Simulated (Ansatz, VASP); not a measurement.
**Two plane-wave programs on ZnS (Wurtzite-2H)**

INCAR

```
SYSTEM = ZnS
PREC     = Accurate       ! precision mode
ENCUT    = 520            ! plane-wave cutoff, eV
EDIFF    = 1E-7           ! SCF threshold, eV
ISMEAR   = 0              ! smearing method
SIGMA    = 0.028000000000000004 ! smearing width, eV
LREAL    = .False.        ! projectors in reciprocal space
LASPH    = .True.         ! aspherical terms in the spheres
NELM     = 60             ! most SCF steps
ALGO     = Normal         ! electronic algorithm
ISIF     = 2              ! what is computed and relaxed
LWAVE    = .False.        ! write WAVECAR
LCHARG   = .False.        ! write CHGCAR
GGA      = PE             ! functional
```

File KPOINTS:

```
Automatic mesh
0
Gamma
  8 8 5
  0 0 0
```

POSCAR

```
ZnS
1.0
    3.8110000000      0.0000000000      0.0000000000
   -1.9055000000      3.3004228138      0.0000000000
    0.0000000000      0.0000000000      6.2340000000
Zn S
2 2
Direct
    0.6666666667      0.3333333333      0.5000000000
    0.3333333333      0.6666666667      0.0000000000
    0.6666666667      0.3333333333      0.8850000000
    0.3333333333      0.6666666667      0.3850000000
```

The input input.yaml:

```yaml
crystal:
  lattice:
    - [3.811, 0.0, 0.0]
    - [-1.9055, 3.3004228138, 0.0]
    - [0.0, 0.0, 6.234]
  atoms:
    - { symbol: Zn, position: [0.6666666667, 0.3333333333, 0.5] }
    - { symbol: Zn, position: [0.3333333333, 0.6666666667, 0.0] }
    - { symbol: S, position: [0.6666666667, 0.3333333333, 0.885] }
    - { symbol: S, position: [0.3333333333, 0.6666666667, 0.385] }
hamiltonian:
  xc: pbe
  pseudopotentials: { kind: paw }
kpoints:
  mp_grid: { grid: [8, 8, 5] }
scf:
  occupations: { method: gaussian, width: 0.028 }
output:
  forces: true
  stress: true
  eigenvalues: true
```

Alike in both runs: task single point; functional PBE; k mesh 8 × 8 × 5; occupations gaussian, width 0.028 eV; no spin polarisation.

|  | VASP | Ansatz |
| --- | --- | --- |
| version | VASP 6.6.1 | Ansatz 0.2.0 |
| potentials or method | VASP PAW PBE potentials, release 64 (Zn, S) | Ansatz PAW |
| plane-wave cutoff (eV) | 520 | 420 |
| valence electrons in the cell | 36 | 36 |

|  | VASP | Ansatz | Ansatz less VASP |
| --- | --- | --- | --- |
| gap on the k mesh at the Fermi level (eV) | 2.25 | 2.25 | -0.005 |
| least direct gap on the mesh (eV) | 2.25 | 2.25 | -0.005 |
| pressure (GPa) | 2.5 | 2.3 | -0.17 |
| largest component of the traceless stress (GPa) | 1.37 | 1.35 | -0.023 |
| rms of the force components (eV/Å) | 0.186 | 0.184 | -0.0019 |

Atom by atom the forces differ by 0.002 eV/Å (rms over components).

Caveats: odd divisions of the mesh miss points on the zone boundary, where band edges often lie, so the gap on the mesh can be too wide (Ansatz). A hybrid or GW would open this gap; PBE tends to underestimate it.
